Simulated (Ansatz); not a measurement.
**Calculated In-113 nuclear quadrupole resonance for InSb at a changed volume**

Cell: a COD entry, relaxed with PBE at fixed cell and then changed (volume scaled by 0.96, ions relaxed).

```xyz
4
Lattice="5.2846 0.0000 0.0000 0.0000 5.6348 0.0000 0.0000 0.0000 3.0216" Properties=species:S:1:pos:R:3 pbc="T T T"
In    0.0000    0.0000    0.4622
In    2.6423    2.8174   -0.4622
Sb    2.6423    0.0000    2.1150
Sb    0.0000    2.8174    0.9066
```

Sites (sets of like atoms) are named by element and the number of their first atom in this list.

Level of theory: DFT, PBE, plane waves and PAW, scalar-relativistic, 420 eV cutoff, Γ-centred 9×8×15 k-points, Fermi–Dirac smearing 0.05 eV (Ansatz 0.2.0).

In-113: I = 9/2, Q = 761.0 mb (year-2017 value). Static lattice, zero field.

Q: Predict the zero-field In-113 lines of each site.

A: For I = 9/2 and η = 0 the lines are |C_Q|/24 times 1, 2, 3 and 4; η shifts the lowest up most. At large η the states mix, and weaker lines appear at sums of the main ones; lines under 5 % of the strongest are left out.

```json
{"site": "In", "atoms": "1, 2", "V_zz (10²¹ V/m²)": "-5.25", "C_Q (MHz)": "-96.6", "η": "0.42", "line frequencies (MHz)": "7.44, 7.97, 11.6, 15.4, 15.9"}
```

Q: And for ¹¹⁵In (I = 9/2, Q = 772.0 mb) on In?

A: C_Q scales with Q to -98.0 MHz, with lines at 7.55, 8.08, 11.8, 15.6, 16.1 MHz.

The run finds no gap above 0.1 eV (a metal, or nearly one), so the gradients can move by 10 % or more with the k-mesh. Without spin–orbit coupling (the program notes it for In and Sb) the gradients can shift somewhat, as the gap is small. At this changed cell the PBE pressure is 18 GPa.

The relaxation (5 steps) took 2.9 min of wall time (2.8 min of CPU time) and 0.89 GiB at its peak, on 1 thread of Intel Xeon Platinum 8259CL CPU @ 2.50GHz (Skylake/Cascade Lake) (x86_64; 16 cores open to the job, memory cap 3.0 GiB, no GPU), a shared host with a load of 0.4 a core.
